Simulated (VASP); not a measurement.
A run of VASP 6.6.1 is set up as follows.

INCAR

```
ALGO = Normal ; EDIFF = 1E-7
EDIFFG = -0.005 ; ENCUT = 600
GGA = PS ; IBRION = 2
ISIF = 3 ; ISMEAR = 0
KPAR = 4 ; LASPH = T
LCHARG = F ; LREAL = F
LWAVE = F ; NELM = 80
NSW = 90 ; PREC = Accurate
SIGMA = 0.03
```

Contents of KPOINTS:

```
k-points
0
Gamma
  4 4 4
```

The input POSCAR:

```
BaZrS3                                  
1.0
    7.0738830400      0.0000000000      0.0000000000
    0.0000000000      9.9259171225      0.0000000000
    0.0000000000      0.0000000000      6.9628807530
  Ba              Zr              S             
     4     4    12
Direct
     0.0498793755814559    0.2500000000000000    0.0107679241737488
     0.4501206244185441    0.7500000000000000    0.5107679241737487
     0.5498793755814559    0.2500000000000000    0.4892320758262511
     0.9501206244185441    0.7500000000000000    0.9892320758262513
     0.0000000000000000    0.0000000000000000    0.5000000000000000
     0.5000000000000000    0.0000000000000000    0.0000000000000000
     0.5000000000000000    0.5000000000000000    0.0000000000000000
     0.0000000000000000    0.5000000000000000    0.5000000000000000
     0.9954450678074709    0.2500000000000000    0.5638856494729887
     0.5045549321925291    0.7500000000000000    0.0638856494729886
     0.4954450678074709    0.2500000000000000    0.9361143505270113
     0.0045549321925292    0.7500000000000000    0.4361143505270114
     0.2114138827941655    0.9662640252209795    0.7886088487924087
     0.2885861172058345    0.0337359747790204    0.2886088487924084
     0.7114138827941655    0.5337359747790205    0.7113911512075913
     0.7885861172058345    0.4662640252209795    0.2113911512075915
     0.7885861172058345    0.0337359747790204    0.2113911512075915
     0.7114138827941655    0.9662640252209795    0.7113911512075913
     0.2885861172058345    0.4662640252209795    0.2886088487924084
     0.2114138827941655    0.5337359747790205    0.7886088487924087
```

Potentials or basis: VASP PAW PBE potentials, release 64 (Ba_sv, Zr_sv, S).

Launch:

```bash
$ cat potpaw_PBE.64/Ba_sv/POTCAR potpaw_PBE.64/Zr_sv/POTCAR potpaw_PBE.64/S/POTCAR > POTCAR
$ mpirun -np 4 vasp_std > vasp.out
```

Problem. What does it give for the space group after relaxing (to 0.05 Å)?

Solution. Pnma (No. 62).

Problem. What does it give for the relaxed volume?

Solution. 24.44 Å³/atom.

Problem. Estimate the relaxed cell.

Solution. a = 7.078 Å, b = 9.929 Å, c = 6.954 Å, α = 90.00°, β = 90.00°, γ = 90.00°.

Forces in eV/Å, atoms in the order of the input:
```
Ba   0.000  0.000 -0.001
Ba   0.000  0.000 -0.001
Ba   0.000  0.000  0.001
Ba   0.000  0.000  0.001
Zr   0.000  0.000  0.000
Zr   0.000  0.000  0.000
Zr   0.000  0.000  0.000
Zr   0.000  0.000  0.000
S    0.003  0.000  0.000
S   -0.003  0.000  0.000
S    0.003  0.000  0.000
S   -0.003  0.000  0.000
S   -0.004 -0.002 -0.002
S    0.004  0.002 -0.002
S   -0.004  0.002  0.002
S    0.004 -0.002  0.002
S    0.004  0.002  0.002
S   -0.004 -0.002  0.002
S    0.004 -0.002 -0.002
S   -0.004  0.002 -0.002
```

Caveat: the PAW data sets were made with another functional, which shifts forces and pressure a little.
